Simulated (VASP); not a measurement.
# Bi₂Te₃: convergence, self-consistent run

Bi₂Te₃, R3m (no. 160), 5 atoms in the cell. LAK; PAW potentials Bi_d, Te (PBE set). VASP 6.6.1. The cell is changed on purpose: last atom moved by 0.08 Å along z, cell strained by +1.5% along z.

Wanted: energy within 2 meV/atom; forces within 0.01 eV/Å.

What the run is for: forces; Accuracy asked: standard.

POSCAR:
```
Bi2Te3
1.0
    2.1930000000      1.2661291403     10.3181516667
   -2.1930000000      1.2661291403     10.3181516667
    0.0000000000     -2.5322582807     10.3181516667
Bi Te
2 3
Direct
    0.6000000000      0.6000000000      0.6000000000
    0.4000000000      0.4000000000      0.4000000000
    0.7905000000      0.7905000000      0.7905000000
    0.2095000000      0.2095000000      0.2095000000
    0.0026232100      0.0026232100      0.0026232100
```

The series start from Plane-wave cutoff (eV): 320; k-point mesh: 6 × 6 × 6; Precision mode (PREC): Accurate; Electronic threshold (eV): 1e-6; Bands in all (NBANDS): 37; Aspherical gradient terms in the spheres (LASPH): yes; Electronic algorithm: ALGO=Normal; Delay and inner steps: defaults; Placing of the Fermi level (EFERMI): EFERMI=MIDGAP. Each series keeps the choices made before it, and each single choice may use up half of a tolerance.

## Plane-wave cutoff (eV)

| Plane-wave cutoff (eV) | Energy less reference (meV/atom) | Forces, largest deviation (eV/Å) | SCF iterations | Time (s) |
|---|---|---|---|---|
| 200 | 106.6 | 0.017 | 23 | 157 |
| 240 | 9.0 | 0.012 | 21 | 179 |
| 280 | 5.1 | 0.002 | 24 | 241 |
| 320 | 4.1 | 0.005 | 24 | 346 |
| 370 | 2.5 | 0.001 | 24 | 551 |
| 430 | 1.0 | 0.005 | 25 | 596 |
| 510 | 0.9 | 0.002 | 23 | 779 |
| 640 (reference) | 0.0 | 0.000 | 25 | 1648 |

Chosen: 510, the loosest value from which every tighter one stays within half of the tolerance.

## k-point mesh

| k-point mesh | Energy less reference (meV/atom) | Forces, largest deviation (eV/Å) | SCF iterations | Time (s) |
|---|---|---|---|---|
| 2 × 2 × 2 | 240.0 | 0.654 | 21 | 135 |
| 3 × 3 × 3 | 11.0 | 0.160 | 23 | 270 |
| 4 × 4 × 4 | 0.4 | 0.047 | 25 | 548 |
| 5 × 5 × 5 | 0.2 | 0.023 | 23 | 648 |
| 6 × 6 × 6 | 0.3 | 0.013 | 23 | 779 |
| 7 × 7 × 7 | 0.2 | 0.004 | 26 | 1295 |
| 9 × 9 × 9 (reference) | 0.0 | 0.000 | 26 | 2183 |

Chosen: 7 × 7 × 7.

## All choices together

| Input | Energy less reference (meV/atom) | Forces, largest deviation (eV/Å) | Time (s) |
|---|---|---|---|
| the program's defaults (naive) | 8.0 | 0.019 | 19 |
| chosen settings | 1.1 | 0.005 | 1295 |
| reference settings throughout | 0.0 | 0.000 | 3568 |

The chosen settings stay within the tolerance of the reference run, but the reference itself isn't shown to be converged in: Electronic threshold (eV), Bands in all (NBANDS).

## The input

INCAR:
```
METAGGA  = LAK            # meta-GGA
ISMEAR   = 0              # smearing method
SIGMA    = 0.03           # smearing width, eV
LWAVE    = F              # write WAVECAR
LCHARG   = F              # write CHGCAR
ISIF     = 2              # what is computed and relaxed
PREC     = Accurate       # precision mode
LASPH    = T              # aspherical terms in the spheres
LREAL    = F              # projectors in reciprocal space
ALGO     = Normal         # electronic algorithm
EDIFF    = 1E-6           # SCF threshold, eV
NELM     = 120            # most SCF steps
GGA_COMPAT= F            
ENCUT    = 510            # plane-wave cutoff, eV
EFERMI   = MIDGAP       
LMIXTAU  = T            
KPAR     = 8            
NBANDS   = 37             # bands
```

KPOINTS:
```
Automatic mesh
0
Gamma
  7 7 7
  0 0 0
```

Commands:
```
cat potpaw_PBE.64/Bi_d/POTCAR potpaw_PBE.64/Te/POTCAR > POTCAR
mpirun -np 8 vasp_std > vasp.out
```

The chosen input took VASP 6.6.1 1295 s on 8 cores (Intel Xeon Platinum 8488C (Sapphire Rapids)), a shared host.

## An input that fails: too few electronic steps

The electronic loop stops at its limit of 6 steps.

Changes against the starting input:
```
- NELM = 120
+ NELM = 6
```
